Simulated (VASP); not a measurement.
Wanted: the native input for a VASP 6.6.1 run.

```
Task                   : single point
Functional             : PBEsol
Potentials or basis    : VASP PAW PBE potentials, release 64 (Ga_d, As)
Cutoff                 : 520 eV
k mesh                 : 6 × 6 × 6
Occupations            : gaussian, width 0.02 eV
Spin                   : no spin polarisation
Dipole correction      : no
Further INCAR settings : ALGO = Normal; EDIFF = 1e-06; NBANDS = 16
```

The structure of GaAs lies in POSCAR:

```
GaAs
1.0
    0.0000000000      2.8291375010      2.8291375010
    2.8291375010      0.0000000000      2.8291375010
    2.8291375010      2.8291375010      0.0000000000
Ga As
1 1
Direct
    0.0000000000      0.0000000000      0.0000000000
    0.2500000000      0.2500000000      0.2500000000
```

One way to write it, as run:

INCAR

```
  PREC = Accurate
  ENCUT = 520
  EDIFF = 1E-6
  ISMEAR = 0
  SIGMA = 0.02
  LREAL = False
  LASPH = True
  NELM = 100
  ALGO = Normal
  ISIF = 2
  LWAVE = False
  LCHARG = True
  GGA = PS
  LELF = True
  LVHAR = True
  NBANDS = 16
```

KPOINTS

```
Automatic mesh
0
Gamma
  6 6 6
```

Potentials or basis: VASP PAW PBE potentials, release 64 (Ga_d, As).

The run is started by

```console
$ cat potpaw_PBE.64/Ga_d/POTCAR potpaw_PBE.64/As/POTCAR > POTCAR
$ mpirun -np 1 vasp_std > vasp.out
```

Results of the run:

```yaml
Pressure: 0.2 GPa
Band_gap_on_the_k_mesh: 0.43 eV, direct
```

Caveat: the PAW data sets were made with another functional, which shifts forces and pressure a little.

Run time: 7.1 s on 1 thread of Intel(R) Xeon(R) 6975P-C (Granite Rapids), on a shared host, peak memory 0.16 GiB.
